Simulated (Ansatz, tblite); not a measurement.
## A script for SiRu (GFN1-xTB)

These are simulated results from tblite 0.8.0, not measurements. The cell began as a database structure and was relaxed with r2SCAN in plane waves (Ansatz 0.2.0). All runs are without spin polarisation.

Space group P2_13 (No. 198), cubic; conventional cell a = 4.705 Å, 13.02 Å³ an atom. Around Si lie 7 Ru at 2.38–2.70 Å; around Ru lie 7 Si at 2.38–2.70 Å.

tblite solves periodic systems at the zone centre alone, so the script builds a cluster of 2×2×2 conventional cells (64 atoms), which folds in a coarse mesh of k points.

The script, run.py:

```python
import json
from ase import Atoms
from ase.build import make_supercell
from ase.units import Bohr, GPa, Hartree
from tblite.interface import Calculator

atoms = Atoms(['Si', 'Si', 'Si', 'Si', 'Ru', 'Ru', 'Ru', 'Ru'],
              cell=[[4.70482359, 0.0, 0.0], [0.0, 4.70482359, 0.0], [0.0, 0.0, 4.70482359]],
              scaled_positions=[[0.162424017, 0.337575983, 0.662424017], [0.337575983, 0.662424017, 0.162424017], [0.662424017, 0.162424017, 0.337575983], [0.837575983, 0.837575983, 0.837575983], [0.870599036, 0.629400964, 0.370599036], [0.629400964, 0.370599036, 0.870599036], [0.370599036, 0.870599036, 0.629400964], [0.129400964, 0.129400964, 0.129400964]],
              pbc=True)
cluster = make_supercell(atoms, [[2, 0, 0], [0, 2, 0], [0, 0, 2]])
calc = Calculator('GFN1-xTB', cluster.numbers, cluster.positions / Bohr, lattice=cluster.cell[:] / Bohr, periodic=cluster.pbc)
calc.set('temperature', 0.02 / Hartree)
calc.set('max-iter', 150)
res = calc.singlepoint()
levels = res.get('orbital-energies') * Hartree
nv = round(res.get('orbital-occupations').sum() / 2)
cells = len(cluster) // len(atoms)
out = {'energy_per_cell': res.get('energy') * Hartree / cells, 'homo': levels[nv - 1], 'lumo': levels[nv],
       'stress': (-res.get('virial') * Hartree / cluster.get_volume() / GPa).tolist(), 'charges': res.get('charges')[:len(atoms)].tolist(), 'electrons': 2 * nv / cells}
json.dump(out, open('results.json', 'w'))
for key, value in out.items():
    print(key, value)
```

Command: `python run.py`. It took 6 s on 1 thread of Arm Neoverse V1 (shared host), peak memory 0.14 GiB.

Output:

```
------------------------------------------------------------
  cycle        total energy    energy error   density error
------------------------------------------------------------
      1     -158.6130780148  -1.5923441E+02   1.2197943E+00
      2     -157.1015046954   1.5115733E+00   9.3812591E-01
      3     -159.8691113901  -2.7676067E+00   7.7869588E-01
      4     -167.5820207276  -7.7129093E+00   7.7853430E-02
      5     -167.7077512736  -1.2573055E-01   2.1680300E-02
      6     -167.7089475720  -1.1962985E-03   2.0583030E-02
      7     -167.6669741959   4.1973376E-02   3.1127455E-02
      8     -167.7102913412  -4.3317145E-02   2.1640180E-03
      9     -167.7103834463  -9.2105101E-05   7.0219612E-04
     10     -167.7103891586  -5.7122818E-06   5.1782191E-04
     11     -167.7103950737  -5.9151814E-06   1.3625237E-04
     12     -167.7103956278  -5.5407233E-07   8.6334241E-05
     13     -167.7103958214  -1.9357333E-07   5.3484245E-05
     14     -167.7103958700  -4.8607063E-08   3.7986417E-05
     15     -167.7103959128  -4.2814406E-08   7.7173490E-06
------------------------------------------------------------

 total:                                   5.306 sec
energy_per_cell -570.4540404353696
homo -10.915413306599106
lumo -10.60479571340338
stress [[32.47270706096669, 6.596875876685595e-06, 6.596874925929293e-06], [6.596875875782373e-06, 32.47270706096638, 6.596873991885452e-06], [6.596874925962383e-06, 6.596873991753827e-06, 32.47270706096707]]
charges [0.26563424418907444, 0.26563424418937065, 0.26563424418891324, 0.2656073771572143, -0.26563539434841954, -0.2656353943501246, -0.26563539434788075, -0.2656124915534862]
electrons 48.0
```

The cycle table is in hartree for the whole cluster, and the lines after it are in eV (the energy for one cell). The printed stress is in GPa and positive in compression, and the pressure is its mean diagonal.

GFN1-xTB gives a gap of 0.31 eV. On the same cell, plane-wave PBE (Ansatz, 6×6×6 k points and the special points) gives a gap of 0.22 eV and r2SCAN a gap of 0.29 eV; on shared hosts these took about 15 and 34 core-seconds on the 8-atom cell, against 6 for the script. Semilocal gaps usually lie below measured ones. xTB was fitted to molecules, so gaps, charges and pressures of solids can be far off, and the gap also depends on the size of the cluster.

The same script was run on cells scaled at fixed shape and fractional coordinates:

| volume (Å³/atom) | energy (meV/atom) | pressure (GPa, positive in compression) | gap (eV) |
| --- | --- | --- | --- |
| 11.46 | 557.8 | 89.06 | 0.39 |
| 12.24 | 210.9 | 55.45 | 0.35 |
| 13.02 | 0.0 | 32.47 | 0.31 |
| 13.80 | -117.0 | 16.45 | 0.28 |
| 14.58 | -168.1 | 5.14 | 0.25 |

The minimum lies beyond the largest of these volumes.

xTB was fitted mostly to molecules, and a small cluster samples few k points, so gaps, pressures and kinks along a curve can be far from a solid's.

The runs are scalar-relativistic, without spin-orbit coupling.
